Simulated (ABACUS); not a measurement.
# InP (F-43m) in ABACUS: reference runs

Aim: a first look at InP with PBEsol, on the cell as given.

Everything below comes from runs of ABACUS 3.10.1. Logs are shortened: lines on timing, memory, paths and dates and some standing lists are left out, and cuts for length are marked.

**Experimental background.**

A printed reference work, data compilation reports, for a bulk crystal of InP at 1.6 K: band gap 1.4236 eV (direct).

How close the calculation comes is told below.

### Step 1. The structure

The structure is cubic, space group F-43m (No. 216). The conventional cell has a = 5.861 Å, b = 5.861 Å, c = 5.861 Å, α = 90.00°, β = 90.00°, γ = 90.00°. In (site symmetry -43m) has 4 P at 2.54 Å as nearest neighbours. Around P (site symmetry -43m) lie 4 In at 2.54 Å.

### Step 2. Single point, PBEsol

The input, INPUT:

```
INPUT_PARAMETERS
suffix              InP
calculation         scf
basis_type          pw
pseudo_dir          ./
symmetry            1
dft_functional      pbesol
ecutwfc             71
pseudo_rcut         7
nspin               1
nbands              13
ks_solver           dav
smearing_method     fd
smearing_sigma      0.00367493
scf_thr             1e-08
scf_nmax            100
mixing_type         broyden
mixing_beta         0.7
cal_force           1
cal_stress          1
kpar                4
```

The input, STRU:

```
ATOMIC_SPECIES
In 114.8180 In.upf
P 30.9738 P.upf

LATTICE_CONSTANT
1.8897261246

LATTICE_VECTORS
0.0000000000 2.9305000000 2.9305000000
2.9305000000 0.0000000000 2.9305000000
2.9305000000 2.9305000000 0.0000000000

ATOMIC_POSITIONS
Direct

In
0.0
1
0.0000000000 0.0000000000 0.0000000000 1 1 1

P
0.0
1
0.7500000000 0.7500000000 0.7500000000 1 1 1
```

The input, KPT:

```
K_POINTS
0
Gamma
8 8 8 0 0 0
```

Potentials or basis: PseudoDojo NC SR 0.4.1 PBEsol standard, plane waves.

On the command line:

```console
OMP_NUM_THREADS=1 mpirun -np 4 abacus > log
```

running log:

```text
ABACUS v3.10.1

               Atomic-orbital Based Ab-initio Computation at UStc

 ------------------------------------------------------------------------------------

 READING GENERAL INFORMATION
                           global_out_dir = OUT.InP/
                           global_in_card = INPUT
                               pseudo_dir = ./
                              orbital_dir =
                                    DSIZE = 4
                                    GSIZE = 1

 READING UNITCELL INFORMATION
                                    ntype = 2
                  lattice constant (Bohr) = 1.88973
              lattice constant (Angstrom) = 1

 READING ATOM TYPE 1
                               atom label = In
                      L=0, number of zeta = 1
                      L=1, number of zeta = 1
                      L=2, number of zeta = 1
             number of atom for this type = 1

 READING ATOM TYPE 2
                               atom label = P
                      L=0, number of zeta = 1
                      L=1, number of zeta = 1
                      L=2, number of zeta = 1
             number of atom for this type = 1

                        TOTAL ATOM NUMBER = 2
DIRECT COORDINATES
    atom                   x                   y                   z     mag                  vx                  vy                  vz
taud_In1            0.0000000000        0.0000000000        0.0000000000  0.0000        0.0000000000        0.0000000000        0.0000000000
taud_P1            0.7500000000        0.7500000000        0.7500000000  0.0000        0.0000000000        0.0000000000        0.0000000000

                          Volume (Bohr^3) = 339.666
                             Volume (A^3) = 50.3332

 Lattice vectors: (Cartesian coordinate: in unit of a_0)
                   +0             +2.9305             +2.9305
              +2.9305                  +0             +2.9305
              +2.9305             +2.9305                  +0
 Reciprocal vectors: (Cartesian coordinate: in unit of 2 pi/a_0)
            -0.170619           +0.170619           +0.170619
            +0.170619           -0.170619           +0.170619
            +0.170619           +0.170619           -0.170619
 The esolver type has been set to : ksdft_pw

                PAO radial cut off (Bohr) = 7

 Read in pseudopotential file is In.upf
                     pseudopotential type = NC
          exchange-correlation functional = PBESOL
                 nonlocal core correction = 1
                        valence electrons = 13
                                     lmax = 2
                           number of zeta = 3
                     number of projectors = 6
                           L of projector = 0
                           L of projector = 0
                           L of projector = 1
                           L of projector = 1
                           L of projector = 2
                           L of projector = 2
                PAO radial cut off (Bohr) = 7

 Read in pseudopotential file is P.upf
                     pseudopotential type = NC
          exchange-correlation functional = PBESOL
                 nonlocal core correction = 1
                        valence electrons = 5
                                     lmax = 2
                           number of zeta = 2
                     number of projectors = 6
                           L of projector = 0
                           L of projector = 0
                           L of projector = 1
                           L of projector = 1
                           L of projector = 2
                           L of projector = 2
     initial pseudo atomic orbital number = 13

 SETUP THE ELECTRONS NUMBER
            electron number of element In = 13
      total electron number of element In = 13
             electron number of element P = 5
       total electron number of element P = 5
            AUTOSET number of electrons:  = 18
                           occupied bands = 9
                                   NBANDS = 13
                                   NLOCAL = 18

%%%%%%%%%%%%%%%%%%%%%%%%%%%%%%%%%%%%%%%%%%%%%%%%%%%%%%%%%%%%%%%%%%%%%%%%%%%%%%%%%%%%%%%%%%%%%%%%%%%%%%%%%%
 Warning: the number of valence electrons in pseudopotential > 3 for In: [Kr] 4d10 5s2 5p1
 Pseudopotentials with additional electrons can yield (more) accurate outcomes, but may be less efficient.
 If you're confident that your chosen pseudopotential is appropriate, you can safely ignore this warning.
%%%%%%%%%%%%%%%%%%%%%%%%%%%%%%%%%%%%%%%%%%%%%%%%%%%%%%%%%%%%%%%%%%%%%%%%%%%%%%%%%%%%%%%%%%%%%%%%%%%%%%%%%%

 SETUP THE PLANE WAVE BASIS
 energy cutoff for charge/potential (unit:Ry) = 284
            fft grid for charge/potential = [ 45, 45, 45 ]
                        fft grid division = [ 1, 1, 1 ]
        big fft grid for charge/potential = [ 45, 45, 45 ]
                                     nbxx = 91125
                                     nrxx = 91125

 SETUP PLANE WAVES FOR CHARGE/POTENTIAL
[... 83 lines left out ...]
       1  0.00000000  0.00000000  0.00000000  0.0020       0
       2  0.12500000  0.12500000  0.12500000  0.0156       1
       3  0.25000000  0.25000000  0.25000000  0.0156       2
       4  0.37500000  0.37500000  0.37500000  0.0156       3
       5  0.50000000  0.50000000  0.50000000  0.0078       4
       6  0.12500000  0.12500000  0.00000000  0.0117       9
[... 21 lines left out ...]
      28 -0.12500000  0.50000000  0.37500000  0.0234     101
      29  0.50000000  0.25000000 -0.25000000  0.0117     166

                               nkstot now = 29
[... K-POINTS DIRECT COORDINATES: 29 rows ...]

           k-point number in this process = 8
       minimum distributed K point number = 7
[... stars of the k points ...]

[... K-POINTS CARTESIAN COORDINATES: 8 rows ...]

[... K-POINTS DIRECT COORDINATES: 8 rows ...]

 SETUP PLANE WAVES FOR WAVE FUNCTIONS
     energy cutoff for wavefunc (unit:Ry) = 71
              fft grid for wave functions = [ 45, 45, 45 ]
                    number of plane waves = 4015
                         number of sticks = 337

 PARALLEL PW FOR WAVE FUNCTIONS
     PROC   COLUMNS(POT)             PW
        1            337           4015
 --------------- sum -------------------
        1            337           4015

 SETUP NONLOCAL PSEUDOPOTENTIALS IN PLANE WAVE BASIS
 In non-local projectors:
 projector 1 L=0
 projector 2 L=0
 projector 3 L=1
 projector 4 L=1
 projector 5 L=2
 projector 6 L=2
 P non-local projectors:
 projector 1 L=0
 projector 2 L=0
 projector 3 L=1
 projector 4 L=1
 projector 5 L=2
 projector 6 L=2
      TOTAL NUMBER OF NONLOCAL PROJECTORS = 36

 Init Non-Local PseudoPotential table :
 Init Non-Local-Pseudopotential done.

                                     npwx = 3479

 Make real space PAO into reciprocal space.
       max mesh points in Pseudopotential = 701
     dq(describe PAO in reciprocal space) = 0.01
                                    max q = 1015

 number of pseudo atomic orbitals for In is 3
WARNING: norm of atomic wavefunction # 2 of atomic type In is 0.999327, renormalized
WARNING: norm of atomic wavefunction # 3 of atomic type In is 0.979853, renormalized

 number of pseudo atomic orbitals for P is 2
WARNING: norm of atomic wavefunction # 1 of atomic type P is 0.999978, renormalized
WARNING: norm of atomic wavefunction # 2 of atomic type P is 0.998983, renormalized

 -------------------------------------------
 SELF-CONSISTENT
 -------------------------------------------
                                 init_chg = atomic

 PW ALGORITHM --------------- ION=   1  ELEC=   1--------------------------------
 Notice: Threshold on eigenvalues was too large.
 hsover_error=0.18 > DRHO=0.107294
 Origin diag ethr = 0.01
 New diag ethr = 0.000596078

 Density error is 0.106805876098
                          Error Threshold = 0.000596077584473
----------------------------------------------------------
     Energy           Rydberg                 eV
----------------------------------------------------------
 E_KohnSham     -146.4390585390      -1992.4056058862
 E_Harris       -147.6982975880      -2009.5384320962
 E_Fermi        0.5060853175         6.8856439915
----------------------------------------------------------
[... 63 lines left out ...]
 Density error is 4.99157315481e-09
                          Error Threshold = 5.60620664354e-10
----------------------------------------------------------
     Energy           Rydberg                 eV
----------------------------------------------------------
 E_KohnSham     -146.4676318940      -1992.7943663252
 E_KS(sigma->0) -146.4676314659      -1992.7943605001
 E_Harris       -146.4677557073      -1992.7960508909
 E_band         -3.8070185163        -51.7971442139
 E_one_elec     -49.7214169870       -676.4945836567
 E_Hartree      36.7294389184        499.7296536331
 E_xc           -43.7552487712       -595.3207006959
 E_Ewald        -89.7204041980       -1220.7087239554
 E_entropy(-TS) -0.0000008563        -0.0000116503
 E_descf        0.0000000000         0.0000000000
 E_exx          0.0000000000         0.0000000000
 E_Fermi        0.5423263309         7.3787282760
----------------------------------------------------------

 charge density convergence is achieved
 final etot is -1992.7943663 eV
 EFERMI = 7.378728276 eV

 STATE ENERGY(eV) AND OCCUPATIONS    NSPIN == 1
 1/8 kpoint (Cartesian) = 0.0000 0.0000 0.0000 (3479 pws)
       1       -7.17070     0.00390625
       2       -7.17070     0.00390625
       3       -7.17070     0.00390625
       4       -7.01796     0.00390625
       5       -7.01796     0.00390625
       6       -4.50549     0.00390625
       7        7.04096     0.00390171
       8        7.04096     0.00390171
       9        7.04096     0.00390171
      10        7.65424    1.57381e-05
      11        11.0565    4.43948e-35
      12        11.0565    4.43948e-35
      13        11.0565    4.43948e-35
[... 61 lines left out ...]
 6/8 kpoint (Cartesian) = 0.0000 0.0000 0.042655 (3447 pws)
       1       -7.20341      0.0234375
       2       -7.15593      0.0234375
       3       -7.15593      0.0234375
       4       -7.02411      0.0234375
       5       -7.01280      0.0234375
       6       -4.26709      0.0234375
       7        5.45905      0.0234375
       8        6.51487      0.0234375
       9        6.51487      0.0234375
      10        9.16942    6.54856e-18
      11        10.3958    1.45957e-28
      12        11.7965    9.94253e-41
      13        11.7965    9.94253e-41

[... levels at 2 further k points ...]

------------------------------------------------------------------------------------------
 TOTAL-FORCE (eV/Angstrom)
------------------------------------------------------------------------------------------
                       In1         0.0000000000         0.0000000000         0.0000000000
                        P1         0.0000000000         0.0000000000         0.0000000000
------------------------------------------------------------------------------------------

----------------------------------------------------------------
 TOTAL-STRESS (KBAR)
----------------------------------------------------------------
         6.9659397506         0.0000000000         0.0000000000
         0.0000000000         6.9659397506        -0.0000000000
         0.0000000000        -0.0000000000         6.9659397506
----------------------------------------------------------------
 TOTAL-PRESSURE: 6.965940 KBAR

 --------------------------------------------
 !FINAL_ETOT_IS -1992.7943663252312945 eV
 --------------------------------------------
```

Wall time 3.7 s (4 MPI ranks of AMD EPYC 9R45 (Zen 5), shared host); peak memory 0.36 GiB.

What came out:

```yaml
Free_energy: -1992.7944 eV
Pressure: 0.7 GPa
Band_gap_on_the_k_mesh: 0.61 eV, direct
```

Caveat: spin-orbit coupling is left out, which moves the levels of the heavy elements.

### Step 3. How close it comes

Step 2. Measured gap of InP: 1.4236 eV (direct; 1.6 K; a printed reference work, data compilation). This calculation gives 0.61 eV (-0.81 eV). Spin-orbit coupling on In is left out. The value is that of PBEsol, without temperature or zero-point motion. Semilocal functionals fall short of measured gaps as a rule.
